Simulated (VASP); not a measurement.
## Ge: equation of state with PBE

Ge:

```
Ge
1.0
    -2.49590    2.65086    1.43695
     2.49590   -2.65086    1.43695
     2.49590    2.65086   -1.43695
Ge
2
Direct
  0.31406 0.06406 0.25000
  0.68594 0.93594 0.75000
```

This isn't the form of Ge at room conditions, which is diamond.

```yaml
Program: VASP 6.6.1
Task: equation of state
Functional: PBE
Potentials_or_basis: VASP PAW PBE potentials, release 64 (Ge_d)
Cutoff: 520 eV
k_mesh: 11 × 11 × 11
Occupations: fermi-dirac, width 0.05 eV
Spin: no spin polarisation
```

The equilibrium volume is 19.35 Å³/atom and the bulk modulus at fixed shape and positions is 67 GPa. The pressure derivative of the bulk modulus is 4.8.

Energy against volume, from the lowest point:
```csv
volume (Å³/atom),energy (meV/atom)
17.874,27.71
18.254,14.67
18.634,6.01
19.014,1.26
19.395,0.00
19.775,1.85
20.155,6.46
```

All runs of the series together: 27 min on 1 thread of AMD EPYC 7R43 64-Core Processor (Zen 3), with other jobs on the host.

Caveat: the cell was scaled at fixed shape and fractional positions, which overstates the stiffness of a crystal with free parameters, most of all of layers and chains.
